Squeeze lead selenide with a pressure of 0.1 GPa and its volume shrinks by about 0.2 %, while its bulk modulus rises by about 1 %. These two figures follow from a bulk modulus near 47 GPa and a slope of the modulus with pressure near 4. They turn a small disagreement in volume into a disagreement in pressure, and back again. The problem below uses them on one crystal that five programs have computed with the same functional.

Plane-wave PBE calculations of rocksalt PbSe (2-atom cell) without spin polarisation, spin-orbit coupling or dispersion correction, on an 8×8×8 k mesh with Fermi-Dirac smearing of 0.05 eV. Volume, modulus and slope come from a Birch-Murnaghan fit to static-lattice energies at seven volumes; the basis column gives the plane-wave cutoff.

```
         program                            potentials    basis  equilibrium volume (Å³/atom)  bulk modulus (GPa)  bulk modulus slope  equilibrium volume less the median of the rows (Å³/atom)
            GPAW  GPAW PAW data sets (gpaw data 1.2.1)   600 eV                         29.93               47.10               4.060                                                    -0.108
          ABACUS   PseudoDojo NC SR 0.4.1 PBE standard  1184 eV                         30.04               47.00               4.220                                                    -0.005
          Ansatz                            Ansatz PAW   420 eV                         30.04               46.90               4.190                                                     0.000
Quantum ESPRESSO               SSSP 1.3 efficiency PBE   748 eV                         30.05               47.00               4.240                                                     0.010
          ABINIT                      JTH PAW PBE v2.0   599 eV                         30.06               46.70               4.280                                                     0.016
```

In what follows $V_0$ is the equilibrium volume per atom, $B_0$ the bulk modulus at that volume, and $B'$ the bulk modulus slope, the rate at which the modulus rises with pressure. All five runs describe the same undistorted, non-magnetic rocksalt crystal, so a difference between rows is a difference between calculations and not between states of the material.

**(a) Which differences among the five equilibrium volumes call for an explanation? Could the largest of them come from the fit of the energy curve, which has only one computed volume beyond the minimum?**

*Solution.* ABACUS, Ansatz, Quantum ESPRESSO and ABINIT agree within 0.02 Å³ per atom, less than 0.1 % of the volume. They use four different families of potentials and quite different cutoffs, and small errors of each run can easily set their order. That order needs no physical cause.

GPAW is another matter. Its volume lies 0.11 Å³ per atom below the median of the five, about five times the span of the other four. In rocksalt the distance between neighbours is $V^{1/3}$, so 0.36 % in volume becomes 0.12 % in length, or about 0.004 Å in the Pb–Se contact. That is small for a bond length, but it matters when a lattice mismatch of a few tenths of a per cent is to be computed.

The suspicion about the fit is reasonable. The energies were computed at seven volumes, and six of them lie on the compressed side of the minimum. Each run also gives a pressure, however, which is obtained from the stress at a single volume and not from the energy curve. For GPAW this pressure is +0.18 GPa at 29.82 Å³ per atom and −0.69 GPa at 30.39. Interpolated between these two points with the Murnaghan form, which allows for the stiffening under pressure, it vanishes at 29.93 Å³ per atom. The energy minimum lies at the same place, so the fit did not make the offset.

**(b) The obvious suspect is the plane-wave basis: perhaps GPAW's cutoff is too low. Find a test that uses only energies and pressures from the runs themselves, and apply it.**

*Solution.* A first look at the cutoffs already speaks against the idea. GPAW and ABINIT use practically the same cutoff, 600 and 599 eV, and are the two rows furthest apart in volume. ABACUS and Ansatz use 1184 and 420 eV and agree within 0.01 Å³ per atom. Yet this is not decisive, because each potential needs its own cutoff: a hard one may be poorly served by a value that is ample for a soft one.

A better test asks each run how much its energy would still fall if more plane waves were added. The number of plane waves $N$ per atom grows with the volume $V$ and the cutoff $E_c$ as $N\propto V E_c^{3/2}$. When the cell expands at fixed cutoff, new waves enter the basis. If the basis is incomplete, they lower the energy a little and make good the resolution that a fixed set of waves would lose in a larger cell. The stress is evaluated with such a fixed set and lacks this contribution, so its pressure comes out too low. The pressure $P_E$ from the slope of the energies and the pressure $P_\sigma$ from the stress therefore differ by

$$P_E-P_\sigma=-\frac{N}{V}\left(\frac{\partial E}{\partial N}\right)_V=-\frac{2}{3V}\left(\frac{\partial E}{\partial \ln E_c}\right)_V .$$

This difference is known as the Pulay stress. It is close to zero when the energy no longer responds to the cutoff.

The next step is to know how large a pressure matters. A small pressure error $\Delta P$ shifts the equilibrium volume by

$$\Delta V\approx\frac{V_0\,\Delta P}{B_0}.$$

Turned round, GPAW's offset of 0.108 Å³ in a volume of 30.04 Å³ corresponds to $47\times0.108/30.04\approx0.17$ GPa. This is the size of the effect to be explained.

Now take the GPAW row at 29.82 Å³ per atom. The Birch–Murnaghan curve through its own seven energies gives a pressure of 0.186 GPa there, and the stress gives 0.180 GPa. The mismatch of 0.006 GPa is worth only 0.004 Å³ per atom, about 4 % of the offset. GPAW's energy is thus nearly flat with respect to its cutoff.

Quantum ESPRESSO provides the control. Its mismatch is 0.086 GPa, more than ten times that of GPAW and by far the largest of the five, yet its volume from the energies sits with the majority. The reason is that an incomplete basis at fixed cutoff mostly raises the whole energy curve by nearly the same amount and hardly moves its minimum. The row with the clearest sign of an incomplete basis is not the row that stands apart.

The test measures the response to the cutoff at the value used, so a second GPAW curve at a much higher cutoff would be the direct check. As far as the present numbers go, the basis is a poor explanation.

The same comparison carries a practical lesson. Had the Quantum ESPRESSO cell been relaxed until its uncorrected pressure vanished, it would have stopped at 30.00 instead of 30.05 Å³ per atom, an error half as large as the GPAW offset. In the other four rows the two routes agree to about 0.003 Å³. The size of the Pulay stress tells the user when a relaxation by stress can be trusted and when an energy curve is the safer route.

**(c) GPAW has the smallest volume and also the highest bulk modulus. Does it describe a stiffer PbSe? What remains as the cause of the smaller volume?**

*Solution.* It is tempting to read the two results together: stronger bonds, a smaller crystal, a higher modulus. But each modulus in the table belongs to a different volume. Any crystal with a positive $B'$ stiffens when compressed, because its atoms move up the steep repulsive side of their interaction. A fair comparison brings all rows to one volume with the Murnaghan relation

$$B(V)=B_0\left(\frac{V_0}{V}\right)^{B'} .$$

For GPAW at the median volume this gives $47.1\times(29.93/30.04)^{4.06}\approx46.4$ GPa. The other four rows lie between 46.8 and 47.1 GPa at that volume. The highest modulus in the table has become the lowest, so the table holds no sign of stiffer bonding in GPAW. The rule behind this is easy to carry over: with $B'$ near 4, a calculation that gives a volume 1 % smaller will report a modulus about 4 % higher, provided that the resistance to compression at equal volume is the same. By this rule GPAW's smaller volume alone would raise its modulus by about 0.7 GPa. Its lead over the mean of the other four is only 0.2 GPa, because at equal volume it is slightly softer.

The remaining softness is only about 1 %, and with one computed volume beyond the minimum such a small difference in fitted moduli deserves caution. The pressures from the stress support its sign without any fit. At 30.39 Å³ per atom GPAW's pressure lies 0.160 GPa below the median of the five, and at 28.67 Å³ it lies 0.205 GPa below. As the crystal is compressed, GPAW's pressure rises a little more slowly than the others.

This growth also separates GPAW's deficit from a Pulay stress. The Pulay stress comes largely from the sharp parts of the wave functions near the nuclei, which change little when the crystal is squeezed, so it should vary only about as $1/V$, here by 6 %. The deficit of Quantum ESPRESSO, which such a stress causes, is nearly constant: its pressure lies 0.064 GPa below the median at the larger volume and 0.063 GPa below it at the smaller one. GPAW's deficit grows by 28 % over the same range. The bulk modulus itself grows by about as much, so the deficit is what one expects if GPAW's volume is smaller by a nearly constant fraction at every pressure.

With the fit and the basis set aside, the potentials are the most likely cause. A PAW data set fixes in advance how the core electrons are frozen, how the valence functions are rebuilt near the nucleus, and how far from the nucleus this is done. Small differences in these choices act at short range and should count for more as the atoms are pushed together. The growing deficit is compatible with this but does not prove it. The PAW method as such is not the dividing line, since the PAW sets of Ansatz and ABINIT agree with the norm-conserving potentials of ABACUS. Still, the case against GPAW's data sets rests on elimination, and the grid that holds the density was not tested on its own. Repeating the GPAW curve with other data sets for lead and selenium would test the case directly.

Nor does a majority of four make GPAW wrong. All five programs replace the core by a potential or a data set, and only an all-electron calculation with the same functional could say which volume is closer to the exact PBE result. PBE usually makes crystals like this one somewhat too large. This error and the neglect of spin-orbit coupling are common to all rows, so agreement between programs is no measure of agreement with the real crystal.

For someone who uses such numbers, the offset is best remembered as a pressure. A PbSe cell taken from one of the other four programs and placed in GPAW starts under a false tension of about 0.17 GPa, because GPAW prefers the smaller cell. A strain should therefore be computed with one program and one set of potentials throughout, so that most of the offset cancels. In a lattice mismatch with another crystal it cancels only as far as the potentials of that crystal cause a similar error.
